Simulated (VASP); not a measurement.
# HgTe: relaxed cell and band gap, by functional

HgTe, F-43m (no. 216), 2 atoms in the cell.

| Functional | Volume (Å³/atom) | Change from the starting volume (fraction) | Gap, path and mesh (eV) | Time (s) |
|---|---|---|---|---|
| B88 + LYP (libxc) | 40.02 | 0.205 | 0.00 | 194 |
| OPTX + LYP (libxc) | 38.76 | 0.167 | 0.00 | 211 |
| PBEint (libxc) | 35.27 | 0.062 | 0.00 | 170 |
| HTBS (libxc) | 35.28 | 0.062 | 0.00 | 237 |
| B86 with PBE correlation (libxc) | 37.89 | 0.141 | 0.00 | 240 |
| PW91 (libxc) | 36.79 | 0.107 | 0.00 | 204 |
| N12 (libxc) | 35.37 | 0.065 | 0.00 | 247 |
| LDA, PW92 (libxc) | 33.38 | 0.005 | 0.00 | 136 |

Limits: A zero gap at this level doesn't show that the crystal is a metal.

## Input of the first row

INCAR.step1:
```
SYSTEM = HgTe
PREC = Accurate
ENCUT = 600
EDIFF = 1E-7
ISMEAR = 0
SIGMA = 0.02
LREAL = .False.
LASPH = .True.
GGA_COMPAT = .False.
ALGO = Normal
NELM = 150
ISIF = 3
LWAVE = .False.
LCHARG = .False.
GGA = LIBXC
LIBXC1 = GGA_X_B88
LIBXC2 = GGA_C_LYP
IBRION = 2
EDIFFG = -0.005
NSW = 60
```

INCAR.step2, as INCAR.step1 but for:
```
- NSW = 60
+ NSW = 40
```

INCAR.step3, as INCAR.step2 but for:
```
- ISIF = 3
- IBRION = 2
- EDIFFG = -0.005
- NSW = 40
+ ISIF = 2
+ NBANDS = 16
```

KPOINTS:
```
k-points
0
Gamma
  6 6 6
```

KPOINTS_OPT:
```
path GXWKGLUWLK,UX
8
line-mode
reciprocal
 0.0000000000  0.0000000000  0.0000000000  G
 0.5000000000  0.0000000000  0.5000000000  X

 0.5000000000  0.0000000000  0.5000000000  X
 0.5000000000  0.2500000000  0.7500000000  W

 0.5000000000  0.2500000000  0.7500000000  W
 0.3750000000  0.3750000000  0.7500000000  K

 0.3750000000  0.3750000000  0.7500000000  K
 0.0000000000  0.0000000000  0.0000000000  G

 0.0000000000  0.0000000000  0.0000000000  G
 0.5000000000  0.5000000000  0.5000000000  L

 0.5000000000  0.5000000000  0.5000000000  L
 0.6250000000  0.2500000000  0.6250000000  U

 0.6250000000  0.2500000000  0.6250000000  U
 0.5000000000  0.2500000000  0.7500000000  W

 0.5000000000  0.2500000000  0.7500000000  W
 0.5000000000  0.5000000000  0.5000000000  L

 0.5000000000  0.5000000000  0.5000000000  L
 0.3750000000  0.3750000000  0.7500000000  K

 0.6250000000  0.2500000000  0.6250000000  U
 0.5000000000  0.0000000000  0.5000000000  X
```

POSCAR.step1:
```
HgTe
1.0
    0.0000000000      3.2145000000      3.2145000000
    3.2145000000      0.0000000000      3.2145000000
    3.2145000000      3.2145000000      0.0000000000
Hg Te
1 1
Direct
    0.0000000000      0.0000000000      0.0000000000
    0.7500000000      0.7500000000      0.7500000000
```

Commands (each step's output is kept before the next begins):
```
cat potpaw_PBE.64/Hg/POTCAR potpaw_PBE.64/Te/POTCAR > POTCAR
cp INCAR.step1 INCAR
cp POSCAR.step1 POSCAR
mpirun -np 1 vasp_std > vasp.out
cp CONTCAR POSCAR
rm WAVECAR CHG
cp INCAR.step2 INCAR
mpirun -np 1 vasp_std > vasp.out
cp CONTCAR POSCAR
rm WAVECAR CHG
cp INCAR.step3 INCAR
mpirun -np 1 vasp_std > vasp.out
```

Changes of the last row against the first:
```
(all steps)
- LIBXC1 = GGA_X_B88
- LIBXC2 = GGA_C_LYP
+ LIBXC1 = LDA_X
+ LIBXC2 = LDA_C_PW
- cat potpaw_PBE.64/Hg/POTCAR potpaw_PBE.64/Te/POTCAR > POTCAR
+ cat potpaw_LDA.64/Hg/POTCAR potpaw_LDA.64/Te/POTCAR > POTCAR
```

VASP 6.6.1 took 194 s on 1 core (Intel Xeon Platinum 8259CL @ 2.50GHz (Skylake/Cascade Lake)), a shared host.
